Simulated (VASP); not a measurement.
# SiC (Imm2) in VASP: a series of runs, part 2 of 2

VASP 6.6.1.

## 4. Single point, LDA

The input, INCAR:

```
  PREC = Accurate
  ENCUT = 520
  EDIFF = 1E-6
  ISMEAR = 0
  SIGMA = 0.02
  LREAL = F
  LASPH = T
  NELM = 100
  ALGO = Normal
  ISIF = 2
  LWAVE = F
  LCHARG = T
  GGA = CA
  LELF = T
  LVHAR = T
  NBANDS = 16
```

The input, KPOINTS:

```
Automatic mesh
0
Gamma
  8 6 10
```

The input, POSCAR:

```
SiC
1.0
    3.4403964115      0.0000000000      0.0000000000
    0.0000000000      4.8654552651      0.0000000000
    0.0000000000      0.0000000000      3.0064677494
Si C
2 2
Direct
    0.0000000000      0.0008637828      0.0000000000
    0.5000000000      0.5008637828      0.5000000000
    0.0000000000      0.2491362172      0.5000000000
    0.5000000000      0.7491362172      0.0000000000
```

Potentials or basis: VASP PAW LDA potentials, release 64 (Si, C).

The run is started by

```
cat potpaw_LDA.64/Si/POTCAR potpaw_LDA.64/C/POTCAR > POTCAR
mpirun -np 1 vasp_std > vasp.out
```

OUTCAR:

```text
PREC = Accurate
   ENCUT = 520
   EDIFF = 1E-6
   ISMEAR = 0
   LREAL = F
   LASPH = T
   NELM = 100
   ISIF = 2
   GGA = CA

 ion  position               nearest neighbor table
   1  0.000  0.001  0.000-   3 1.93   3 1.93   4 2.11   4 2.11
   2  0.500  0.501  0.500-   4 1.93   4 1.93   3 2.11   3 2.11
   3  0.000  0.249  0.500-   1 1.93   1 1.93   2 2.11   2 2.11
   4  0.500  0.749  0.000-   2 1.93   2 1.93   1 2.11   1 2.11

  LATTYP: Found a simple orthorhombic cell.
 ALAT       =     3.0064677494
 B/A-ratio  =     1.1443317202
 C/A-ratio  =     1.6183294386

  Lattice vectors:

 A1 = (   0.0000000000,   0.0000000000,   3.0064677494)
 A2 = (   3.4403964115,   0.0000000000,   0.0000000000)
 A3 = (   0.0000000000,   4.8654552651,   0.0000000000)

Analysis of symmetry for initial positions (statically):
=====================================================================
 Subroutine PRICEL returns following result:

  LATTYP: Found a body centered orthorhombic cell.
 ALAT       =     3.0064677494
 B/A-ratio  =     1.1443317202
 C/A-ratio  =     1.6183294386

[... 186 lines left out ...]
  ---------------------------------------------------
  free energy    TOTEN  =       -31.53054181 eV

  energy without entropy =      -31.53054181  energy(sigma->0) =      -31.53054181

 E-fermi :   6.6245     XC(G=0): -10.7419

 val. band max:        6.5224101873   @ k =   0.0000   0.0000   0.0000
 cond. band min:       7.2813437227   @ k =   0.5000   0.0000   0.5000
 fundamental gap:      0.7589335354
 Fermi energy:         6.6244913677

 k-point     1 :       0.0000    0.0000    0.0000
  band No.  band energies     occupation
      1      -7.9330      2.00000
      2      -4.1162      2.00000
      3      -1.6818      2.00000
      4       2.7523      2.00000
      5       4.5363      2.00000
      6       5.5450      2.00000
[... 433 lines left out ...]
      3      -0.4689      2.00000
      4       1.1101      2.00000
      5       1.6631      2.00000
      6       2.8448      2.00000
[... 8 lines left out ...]
     15      14.7175      0.00000
     16      16.1459      0.00000

 [... further k-points ...]
[... 5 lines left out ...]
  --------------------------------------------------------------------------------------
  -------------------------------------------------------------------------------------
  Total      -14.1415285    -13.3498137      0.1271637      0.0000000      0.0000000      0.0000000
  in kB     -450.2133998   -425.0081601      4.0484163      0.0000000      0.0000000      0.0000000
  external PRESSURE =    -290.3910478 kB  Pullay stress =       0.0000000 kB

 VOLUME and BASIS-vectors are now :
 -----------------------------------------------------------------------------
  energy-cutoff  :      520.00
  volume of cell :       50.33
      direct lattice vectors                 reciprocal lattice vectors
     3.440396412  0.000000000  0.000000000     0.290664179  0.000000000  0.000000000
     0.000000000  4.865455265  0.000000000     0.000000000  0.205530612  0.000000000
     0.000000000  0.000000000  3.006467749     0.000000000  0.000000000  0.332616241

 POSITION                                       TOTAL-FORCE (eV/Angst)
 -----------------------------------------------------------------------------------
      0.00000      0.00420      0.00000         0.000000     -0.019423      0.000000
      1.72020      2.43693      1.50323        -0.000000     -0.019423      0.000000
      0.00000      1.21216      1.50323         0.000000      0.019423     -0.000000
      1.72020      3.64489      0.00000         0.000000      0.019423     -0.000000
 -----------------------------------------------------------------------------------
    total drift:                                0.000000     -0.000984      0.000000

  FREE ENERGIE OF THE ION-ELECTRON SYSTEM (eV)
  ---------------------------------------------------
  free  energy   TOTEN  =       -31.5305418084 eV

  energy  without entropy=      -31.5305418084  energy(sigma->0) =      -31.53054181
```

OSZICAR:

```text
N       E                     dE             d eps       ncg     rms          rms(c)
DAV:   1     0.225460153785E+02    0.22546E+02   -0.67788E+03  3840   0.850E+02
DAV:   2    -0.318233560359E+02   -0.54369E+02   -0.48757E+02  5496   0.148E+02
DAV:   3    -0.347210439211E+02   -0.28977E+01   -0.28820E+01  4968   0.319E+01
DAV:   4    -0.347498067973E+02   -0.28763E-01   -0.28754E-01  4792   0.391E+00
DAV:   5    -0.347501831662E+02   -0.37637E-03   -0.37636E-03  4936   0.422E-01    0.105E+01
DAV:   6    -0.316007292218E+02    0.31495E+01   -0.59378E+00  4920   0.149E+01    0.454E+00
DAV:   7    -0.315771725577E+02    0.23557E-01   -0.86244E-01  4584   0.532E+00    0.215E+00
DAV:   8    -0.315352940318E+02    0.41879E-01   -0.57377E-02  4384   0.152E+00    0.546E-01
DAV:   9    -0.315304840023E+02    0.48100E-02   -0.69023E-03  5112   0.578E-01    0.135E-01
DAV:  10    -0.315305392463E+02   -0.55244E-04   -0.99314E-04  4248   0.189E-01    0.682E-02
DAV:  11    -0.315305425601E+02   -0.33137E-05   -0.48572E-05  5184   0.472E-02    0.220E-02
DAV:  12    -0.315305418084E+02    0.75161E-06   -0.78531E-06  4592   0.186E-02
   1 F= -.31530542E+02 E0= -.31530542E+02  d E =-.114084E-15
```

stdout:

```text
POSCAR found type information on POSCAR SiC
 POSCAR found :  2 types and       4 ions
 scaLAPACK will be used
 LDA part: xc-table for (Slater(with rela. corr.)+CA(PZ))
 , standard interpolation
 POSCAR, INCAR and KPOINTS ok, starting setup
 FFT: planning ... GRIDC
 FFT: planning ... GRID_SOFT
 FFT: planning ... GRID
 WAVECAR not read
 entering main loop
```

Wall time 26 s (1 thread of Intel Xeon 6975P-C (Granite Rapids), shared host); peak memory 0.19 GiB.

Results:

```
Free energy            : -31.5305 eV
Pressure               : -29.0 GPa
Largest force          : 0.019 eV/Å
Band gap on the k mesh : 0.76 eV
```

Forces in eV/Å, atoms in the order of the input:
```
Si   0.000 -0.019  0.000
Si   0.000 -0.019  0.000
C    0.000  0.019  0.000
C    0.000  0.019  0.000
```

Caveat: a pressure of tens of GPa on the cell as given is suspect, and the run, the potentials or the cell itself is likely at fault. A k mesh can miss the band edges.

## 5. Overview

```csv
cell,k mesh,smearing,gap on the mesh (eV),pressure (GPa),largest force (eV/Å)
"Imm2, 12.58 Å³/atom",12 × 10 × 16,gaussian 0.1 eV,0.76,-29.0,0.02
"Imm2, 11.13 Å³/atom",12 × 10 × 16,gaussian 0.1 eV,none,-5.9,1.28
"Imm2, 12.58 Å³/atom",8 × 6 × 10,gaussian 0.02 eV,0.76,-29.0,0.02
```

Alike in all rows: task single point; level LDA; potentials or basis VASP PAW LDA potentials, release 64 (Si, C); no spin polarisation; cutoff (eV) 520.

On the cell as given the gap runs from zero (LDA) to 0.76 eV (LDA); the meshes differ, which moves gaps too.

Caveats: a pressure of tens of GPa on the cell as given is suspect, and the run, the potentials or the cell itself is likely at fault (some runs); forces of over 1 eV/Å show positions far from the minimum, so gaps and moduli don't describe the material at rest (some runs).

Total energies depend on the potentials used, so only differences within one code and one set of settings carry meaning.
